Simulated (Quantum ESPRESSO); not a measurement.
## AlNi3: orders under biaxial strain

Aim: follow moments and order energies of AlNi3 with biaxial strain.

Calculated with Quantum ESPRESSO 7.5; PBE; plane waves with GBRV 1.5 PBE potentials, no spin-orbit coupling.

### 1. The starting structure

The structure is cubic, space group Pm-3m (No. 221). Conventional cell: a = 3.523 Å, b = 3.523 Å, c = 3.523 Å, α = 90.00°, β = 90.00°, γ = 90.00°. Nearest to Al lie 12 Ni at 2.49 Å. Nearest to Ni lie 4 Al at 2.49 Å and 8 Ni at 2.49 Å. Farther neighbours are not listed.

The cell comes from Materials Project 2023-11-01, a database of computed structures, and need not be the stable phase.

### 2. Biaxial 0.96, ferro +++

Lengths in the Cartesian xy plane scale by the factor; z is kept. Atoms keep their fractional places. Seeded atoms are those given a starting moment.

Input file pw.in:

```
&CONTROL
  calculation = 'scf'
  prefix = 'pwscf'
  outdir = './tmp'
  pseudo_dir = './pseudo'
  disk_io = 'nowf'
  tprnfor = .true.
  tstress = .true.
/
&SYSTEM
  ibrav = 0
  celldm(1) = 8
  nat = 4
  ntyp = 2
  ecutwfc = 40
  ecutrho = 280
  nbnd = 39
  occupations = 'smearing'
  smearing = 'fd'
  degauss = 0.00367493
  nspin = 2
  starting_magnetization(1) = 0
  starting_magnetization(2) = 0.0556
/
&ELECTRONS
  conv_thr = 8d-09
  electron_maxstep = 150
  mixing_beta = 0.3
/
ATOMIC_SPECIES
Al     26.9815 al_pbe_v1.uspp.F.UPF
Ni     58.6934 ni_pbe_v1.4.uspp.F.UPF
CELL_PARAMETERS alat
   0.7989130266633    0.0000000000000    0.0000000000000
   0.0000000000000    0.7989130266633    0.0000000000000
   0.0000000000000    0.0000000000000    0.8322010694414
ATOMIC_POSITIONS crystal
Al      0.0000000000    0.0000000000    0.0000000000
Ni      0.0000000000    0.5000000000    0.5000000000
Ni      0.5000000000    0.0000000000    0.5000000000
Ni      0.5000000000    0.5000000000    0.0000000000
K_POINTS automatic
8 8 8 0 0 0
```

Command:

```console
OMP_NUM_THREADS=1 mpirun -n 2 pw.x -nk 2 -in pw.in > pw.out
```

The program printed:

```text
Program PWSCF v.7.5 starts

     Message from routine setup:
     using ibrav=0 with symmetry is DISCOURAGED, use correct ibrav instead

     K-points division:     npool     =       2
     Subspace diagonalization in iterative solution of the eigenvalue problem:

     bravais-lattice index     =            0
     lattice parameter (alat)  =       8.0000  a.u.
     unit-cell volume          =     271.9551 (a.u.)^3
     number of atoms/cell      =            4
     number of atomic types    =            2
     number of electrons       =        57.00
     number of Kohn-Sham states=           39
     kinetic-energy cutoff     =      40.0000  Ry
     charge density cutoff     =     280.0000  Ry
     scf convergence threshold =      8.0E-09
     mixing beta               =       0.3000
     number of iterations used =            8  plain     mixing
     Exchange-correlation=  SLA  PW   PBX  PBC
                           (   1   4   3   4   0   0   0)

     celldm(1)=   8.000000  celldm(2)=   0.000000  celldm(3)=   0.000000
     celldm(4)=   0.000000  celldm(5)=   0.000000  celldm(6)=   0.000000

     crystal axes: (cart. coord. in units of alat)
               a(1) = (   0.798913   0.000000   0.000000 )
               a(2) = (   0.000000   0.798913   0.000000 )
               a(3) = (   0.000000   0.000000   0.832201 )

     reciprocal axes: (cart. coord. in units 2 pi/alat)
               b(1) = (  1.251701  0.000000  0.000000 )
               b(2) = (  0.000000  1.251701  0.000000 )
               b(3) = (  0.000000  0.000000  1.201633 )

     PseudoPot. # 1 for Al read from file:
     al_pbe_v1.uspp.F.UPF
     Pseudo is Ultrasoft + core correction, Zval =  3.0

     PseudoPot. # 2 for Ni read from file:
     ni_pbe_v1.4.uspp.F.UPF
     Pseudo is Ultrasoft + core correction, Zval = 18.0

     atomic species   valence    mass     pseudopotential
     Al                3.00    26.98150     Al( 1.00)
     Ni               18.00    58.69340     Ni( 1.00)

     Starting magnetic structure
     atomic species   magnetization
     Al              0.000
     Ni              0.056

     16 Sym. Ops., with inversion, found

   Cartesian axes

     site n.     atom                  positions (alat units)
         1        Al     tau(   1) = (   0.0000000   0.0000000   0.0000000  )
         2        Ni     tau(   2) = (   0.0000000   0.3994565   0.4161005  )
         3        Ni     tau(   3) = (   0.3994565   0.0000000   0.4161005  )
         4        Ni     tau(   4) = (   0.3994565   0.3994565   0.0000000  )

     number of k points=    75  Fermi-Dirac smearing, width (Ry)=  0.0037
                       cart. coord. in units 2pi/alat
        k(    1) = (   0.0000000   0.0000000   0.0000000), wk =   0.0019531
        k(    2) = (   0.0000000   0.0000000   0.1502041), wk =   0.0039062
        k(    3) = (   0.0000000   0.0000000   0.3004082), wk =   0.0039062
        k(    4) = (   0.0000000   0.0000000   0.4506123), wk =   0.0039062
        k(    5) = (   0.0000000   0.0000000  -0.6008163), wk =   0.0019531
        [... 70 further k-points ...]

     Dense  grid:    21487 G-vectors     FFT dimensions: (  36,  36,  36)

     Smooth grid:     9327 G-vectors     FFT dimensions: (  25,  25,  27)

     Check: negative core charge=   -0.000013
     Generating pointlists ...
     new r_m :   0.2330 (alat units)  1.8642 (a.u.) for type    1
     new r_m :   0.2330 (alat units)  1.8642 (a.u.) for type    2

     Initial potential from superposition of free atoms

     starting charge      50.9975, renormalised to      57.0000
     Starting wfcs are   43 randomized atomic wfcs

     Self-consistent Calculation

     iteration #  1     ecut=    40.00 Ry     beta= 0.30
     Davidson diagonalization with overlap
     ethr =  1.00E-02,  avg # of iterations =  5.5

     total energy              =   -1003.22960781 Ry
     estimated scf accuracy    <     130.22244814 Ry

     total magnetization       =     0.34 Bohr mag/cell
     absolute magnetization    =     0.43 Bohr mag/cell

     iteration #  2     ecut=    40.00 Ry     beta= 0.30
     Davidson diagonalization with overlap
     ethr =  1.00E-02,  avg # of iterations =  3.0

     total energy              =   -1034.72573672 Ry
     estimated scf accuracy    <      19.97044779 Ry

     total magnetization       =     0.05 Bohr mag/cell
     absolute magnetization    =     0.19 Bohr mag/cell

     [... further iterations left out ...]

     iteration # 17     ecut=    40.00 Ry     beta= 0.30
     Davidson diagonalization with overlap
     ethr =  3.57E-11,  avg # of iterations =  2.1

     total energy              =   -1036.63239081 Ry
     estimated scf accuracy    <          8.2E-09 Ry

     total magnetization       =     0.56 Bohr mag/cell
     absolute magnetization    =     0.68 Bohr mag/cell

     iteration # 18     ecut=    40.00 Ry     beta= 0.30
     Davidson diagonalization with overlap
     ethr =  1.43E-11,  avg # of iterations =  1.5

     Magnetic moment per site  (integrated on atomic sphere of radius R)
     atom   1 (R=0.233)  charge=  1.2090  magn= -0.0114
     atom   2 (R=0.233)  charge= 16.6476  magn=  0.2051
     atom   3 (R=0.233)  charge= 16.6476  magn=  0.2051
     atom   4 (R=0.233)  charge= 16.6564  magn=  0.2047

     End of self-consistent calculation

     Number of k-points >= 100: set verbosity='high' to print the bands.

     the Fermi energy is    17.9296 ev

!    total energy              =   -1036.63239082 Ry
     estimated scf accuracy    <          2.1E-09 Ry
     smearing contrib. (-TS)   =      -0.00225732 Ry
     internal energy E=F+TS    =   -1036.63013350 Ry

     The total energy is F=E-TS. E is the sum of the following terms:
     one-electron contribution =    -658.97432590 Ry
     hartree contribution      =     367.27500621 Ry
     xc contribution           =    -111.47526695 Ry
     ewald contribution        =    -633.45554686 Ry

     total magnetization       =     0.56 Bohr mag/cell
     absolute magnetization    =     0.68 Bohr mag/cell

     convergence has been achieved in  18 iterations

     Forces acting on atoms (cartesian axes, Ry/au):

     atom    1 type  1   force =     0.00000000    0.00000000    0.00000000
     atom    2 type  2   force =     0.00000000    0.00000000    0.00000000
     atom    3 type  2   force =     0.00000000    0.00000000    0.00000000
     atom    4 type  2   force =     0.00000000    0.00000000    0.00000000

     Total force =     0.000000     Total SCF correction =     0.000000

     Computing stress (Cartesian axis) and pressure

          total   stress  (Ry/bohr**3)                   (kbar)     P=      229.34
   0.00168296   0.00000000   0.00000000          247.57        0.00        0.00
   0.00000000   0.00168296   0.00000000            0.00      247.57        0.00
   0.00000000   0.00000000   0.00131117            0.00        0.00      192.88

=------------------------------------------------------------------------------=
   JOB DONE.
=------------------------------------------------------------------------------=
```

Run time: 61 s. Hardware: 2 MPI ranks of Intel Xeon Platinum 8488C (Sapphire Rapids), shared host; peak memory 0.31 GiB.

Spin moment in the atom's sphere by atom:

| atom | spin moment in the atom's sphere (μB) |
| --- | --- |
| Al1 | -0.011 |
| Ni2 | 0.205 |
| Ni3 | 0.205 |
| Ni4 | 0.205 |

This step gave:

| Quantity | Value |
| --- | --- |
| smearing term TS | 0.03071 eV |
| pressure | 22.93 GPa |
| magnetization | 0.558 μB |
| absolute magnetization | 0.681 μB |
| final state | ferromagnetic |

### 3. Biaxial 0.96, ferri ++-

Edit pw.in of step 2 so:

```diff
@@ -13,6 +13,6 @@
   nat = 4
-  ntyp = 2
+  ntyp = 3
   ecutwfc = 40
   ecutrho = 280
-  nbnd = 39
+  nbnd = 38
   occupations = 'smearing'
@@ -23,2 +23,3 @@
   starting_magnetization(2) = 0.0556
+  starting_magnetization(3) = -0.0556
 /
@@ -31,3 +32,4 @@
 Al     26.9815 al_pbe_v1.uspp.F.UPF
-Ni     58.6934 ni_pbe_v1.4.uspp.F.UPF
+Ni1    58.6934 ni_pbe_v1.4.uspp.F.UPF
+Ni2    58.6934 ni_pbe_v1.4.uspp.F.UPF
 CELL_PARAMETERS alat
@@ -38,5 +40,5 @@
 Al      0.0000000000    0.0000000000    0.0000000000
-Ni      0.0000000000    0.5000000000    0.5000000000
-Ni      0.5000000000    0.0000000000    0.5000000000
-Ni      0.5000000000    0.5000000000    0.0000000000
+Ni1     0.0000000000    0.5000000000    0.5000000000
+Ni1     0.5000000000    0.0000000000    0.5000000000
+Ni2     0.5000000000    0.5000000000    0.0000000000
 K_POINTS automatic
```

The program printed:

```text
     [... lines left out ...]
Program PWSCF v.7.5 starts
     [... lines left out ...]
     number of atoms/cell      =            4
     [... lines left out ...]
     number of electrons       =        57.00
     number of Kohn-Sham states=           38
     kinetic-energy cutoff     =      40.0000  Ry
     charge density cutoff     =     280.0000  Ry
     scf convergence threshold =      8.0E-09
     [... lines left out ...]
     16 Sym. Ops., with inversion, found
     [... lines left out ...]
     number of k points=    75  Fermi-Dirac smearing, width (Ry)=  0.0037
     [... lines left out ...]
     iteration # 23     ecut=    40.00 Ry     beta= 0.30
     [... lines left out ...]
     Magnetic moment per site  (integrated on atomic sphere of radius R)
     atom   1 (R=0.233)  charge=  1.2090  magn= -0.0114
     atom   2 (R=0.233)  charge= 16.6476  magn=  0.2050
     atom   3 (R=0.233)  charge= 16.6476  magn=  0.2050
     atom   4 (R=0.233)  charge= 16.6564  magn=  0.2046
     [... lines left out ...]
     the Fermi energy is    17.9296 ev
!    total energy              =   -1036.63239082 Ry
     estimated scf accuracy    <          3.5E-10 Ry
     smearing contrib. (-TS)   =      -0.00225774 Ry
     [... lines left out ...]
     total magnetization       =     0.56 Bohr mag/cell
     absolute magnetization    =     0.68 Bohr mag/cell
     convergence has been achieved in  23 iterations
     [... lines left out ...]
     Total force =     0.000000     Total SCF correction =     0.000000
     [... lines left out ...]
          total   stress  (Ry/bohr**3)                   (kbar)     P=      229.19
     [... lines left out ...]
```

It took 86 s on 2 MPI ranks; peak memory 0.31 GiB.

Spin moment in the atom's sphere by atom:

| atom | spin moment in the atom's sphere (μB) |
| --- | --- |
| Al1 | -0.011 |
| Ni2 | 0.205 |
| Ni3 | 0.205 |
| Ni4 | 0.205 |

Numbers from this step:

- smearing term TS: 0.03072 eV
- pressure: 22.92 GPa
- magnetization: 0.558 μB
- absolute magnetization: 0.681 μB
- final state: ferromagnetic

The typed signs were not kept.

### 4. Biaxial 0.96, no spin polarisation

Input file pw.in:

```
&CONTROL
  calculation = 'scf'
  prefix = 'pwscf'
  outdir = './tmp'
  pseudo_dir = './pseudo'
  disk_io = 'nowf'
  tprnfor = .true.
  tstress = .true.
/
&SYSTEM
  ibrav = 0
  celldm(1) = 8
  nat = 4
  ntyp = 2
  ecutwfc = 40
  ecutrho = 280
  nbnd = 38
  occupations = 'smearing'
  smearing = 'fd'
  degauss = 0.00367493
/
&ELECTRONS
  conv_thr = 8d-09
  electron_maxstep = 150
  mixing_beta = 0.3
/
ATOMIC_SPECIES
Al     26.9815 al_pbe_v1.uspp.F.UPF
Ni     58.6934 ni_pbe_v1.4.uspp.F.UPF
CELL_PARAMETERS alat
   0.7989130266633    0.0000000000000    0.0000000000000
   0.0000000000000    0.7989130266633    0.0000000000000
   0.0000000000000    0.0000000000000    0.8322010694414
ATOMIC_POSITIONS crystal
Al      0.0000000000    0.0000000000    0.0000000000
Ni      0.0000000000    0.5000000000    0.5000000000
Ni      0.5000000000    0.0000000000    0.5000000000
Ni      0.5000000000    0.5000000000    0.0000000000
K_POINTS automatic
8 8 8 0 0 0
```

The program printed:

```text
     [... lines left out ...]
Program PWSCF v.7.5 starts
     [... lines left out ...]
     number of atoms/cell      =            4
     [... lines left out ...]
     number of electrons       =        57.00
     number of Kohn-Sham states=           38
     kinetic-energy cutoff     =      40.0000  Ry
     charge density cutoff     =     280.0000  Ry
     scf convergence threshold =      8.0E-09
     [... lines left out ...]
     16 Sym. Ops., with inversion, found
     [... lines left out ...]
     number of k points=    75  Fermi-Dirac smearing, width (Ry)=  0.0037
     [... lines left out ...]
     iteration # 16     ecut=    40.00 Ry     beta= 0.30
     [... lines left out ...]
     the Fermi energy is    17.9098 ev
!    total energy              =   -1036.63215436 Ry
     estimated scf accuracy    <          1.7E-09 Ry
     smearing contrib. (-TS)   =      -0.00292219 Ry
     [... lines left out ...]
     convergence has been achieved in  16 iterations
     [... lines left out ...]
     Total force =     0.000000     Total SCF correction =     0.000000
     [... lines left out ...]
          total   stress  (Ry/bohr**3)                   (kbar)     P=      226.50
     [... lines left out ...]
```

Wall time 34 s (2 MPI ranks); peak memory 0.25 GiB.

Numbers from this step:

* smearing term TS: 0.03976 eV
* pressure: 22.65 GPa
* final state: non-magnetic (no spin polarisation)

### 5. Biaxial 1.04, ferro +++

Edit pw.in of step 4 so:

```diff
@@ -16,3 +16,3 @@
   ecutrho = 280
-  nbnd = 38
+  nbnd = 39
   occupations = 'smearing'
@@ -20,2 +20,5 @@
   degauss = 0.00367493
+  nspin = 2
+  starting_magnetization(1) = 0
+  starting_magnetization(2) = 0.0556
 /
@@ -30,4 +33,4 @@
 CELL_PARAMETERS alat
-   0.7989130266633    0.0000000000000    0.0000000000000
-   0.0000000000000    0.7989130266633    0.0000000000000
+   0.8654891122195    0.0000000000000    0.0000000000000
+   0.0000000000000    0.8654891122195    0.0000000000000
    0.0000000000000    0.0000000000000    0.8322010694414
```

The program printed:

```text
     [... lines left out ...]
Program PWSCF v.7.5 starts
     [... lines left out ...]
     number of atoms/cell      =            4
     [... lines left out ...]
     number of electrons       =        57.00
     number of Kohn-Sham states=           39
     kinetic-energy cutoff     =      40.0000  Ry
     charge density cutoff     =     280.0000  Ry
     scf convergence threshold =      8.0E-09
     [... lines left out ...]
     16 Sym. Ops., with inversion, found
     [... lines left out ...]
     number of k points=    75  Fermi-Dirac smearing, width (Ry)=  0.0037
     [... lines left out ...]
     iteration # 17     ecut=    40.00 Ry     beta= 0.30
     [... lines left out ...]
     Magnetic moment per site  (integrated on atomic sphere of radius R)
     atom   1 (R=0.248)  charge=  1.2877  magn= -0.0176
     atom   2 (R=0.248)  charge= 16.8248  magn=  0.2646
     atom   3 (R=0.248)  charge= 16.8248  magn=  0.2646
     atom   4 (R=0.248)  charge= 16.8160  magn=  0.2905
     [... lines left out ...]
     the Fermi energy is    14.7204 ev
!    total energy              =   -1036.65980583 Ry
     estimated scf accuracy    <          2.6E-09 Ry
     smearing contrib. (-TS)   =      -0.00228732 Ry
     [... lines left out ...]
     total magnetization       =     0.73 Bohr mag/cell
     absolute magnetization    =     0.93 Bohr mag/cell
     convergence has been achieved in  17 iterations
     [... lines left out ...]
     Total force =     0.000000     Total SCF correction =     0.000000
     [... lines left out ...]
          total   stress  (Ry/bohr**3)                   (kbar)     P=     -116.29
     [... lines left out ...]
```

The job ended after 76 s (2 MPI ranks; peak memory 0.3 GiB).

Read from the output:

| Quantity | Value |
| --- | --- |
| smearing term TS | 0.03112 eV |
| pressure | -11.63 GPa |
| magnetization | 0.735 μB |
| absolute magnetization | 0.926 μB |
| final state | ferromagnetic |
| largest moment | 0.2905 μB |

### 6. All points

The runs not shown differ from these in the moved quantity alone.

States, by row:

| biaxial | ferro +++ | ferri ++- | no spin polarisation |
| --- | --- | --- | --- |
| 0.96 | ferromagnetic | ferromagnetic | non-magnetic |
| 0.98 | ferromagnetic | ferromagnetic | non-magnetic |
| 1 | ferromagnetic | ferromagnetic | non-magnetic |
| 1.02 | ferromagnetic | ferromagnetic | non-magnetic |
| 1.04 | ferromagnetic | ferromagnetic | non-magnetic |

Largest site moment, ferro +++ = ferri ++- against biaxial:

| biaxial (factor) | largest site moment, ferro +++ = ferri ++- (μB) |
| --- | --- |
| 0.9600 | 0.205 |
| 0.9800 | 0.238 |
| 1.0000 | 0.256 |
| 1.0200 | 0.275 |
| 1.0400 | 0.290 |

Energy less that of the parallel start against biaxial; values in meV a seeded atom:

| biaxial (factor) | ferri ++- | no spin polarisation |
| --- | --- | --- |
| 0.9600 | -1.4e-6 | 1.07 |
| 0.9800 | -2.1e-5 | 1.95 |
| 1.0000 | -1.1e-6 | 2.76 |
| 1.0200 | -5.7e-6 | 3.53 |
| 1.0400 | 7.2e-6 | 4.02 |

Energy over the lowest against biaxial; values in meV an atom:

| biaxial (factor) | ferro +++ | ferri ++- | no spin polarisation |
| --- | --- | --- | --- |
| 0.9600 | 106 | 106 | 106 |
| 0.9800 | 42.4 | 42.4 | 43.9 |
| 1.0000 | 8.50 | 8.50 | 10.6 |
| 1.0200 | 0 | 0 | 2.65 |
| 1.0400 | 12.3 | 12.3 | 15.3 |

### 7. Results

```yaml
moment_parallel_start: 0.205 to 0.290 μB
states_met_from_these_starts: ferromagnetic
```

In words: The moment of the parallel start goes from 0.205 μB at 0.96 to 0.290 μB at 1.04. The net moment of the cell goes from 0.558 to 0.735 μB. The radius of the spheres follows the nearest distance, so part of the change of the site moments is the spheres'. Some or all runs of the second start lost their moments or typed signs, and their energies are those of the state reached. The largest moment of the start ferri ++- lies between 0.205 and 0.290 μB.

[Logs and program files are shortened in this print: banners, set-up blocks, solver, clock and traceback lines can be left out without a mark of their own.]

[Logs are printed without paths, hosts, clocks, repeated set-up lines and the standing remarks that a program may print on its own settings, such as how far it seeks lower states.]

[Hosts, paths, dates, database ids (printed as entryN), source tags and the programs' standing remarks are cut or masked in the printed files.]

[Where a cell is said to come from a database of computed structures, the database is the Materials Project.]
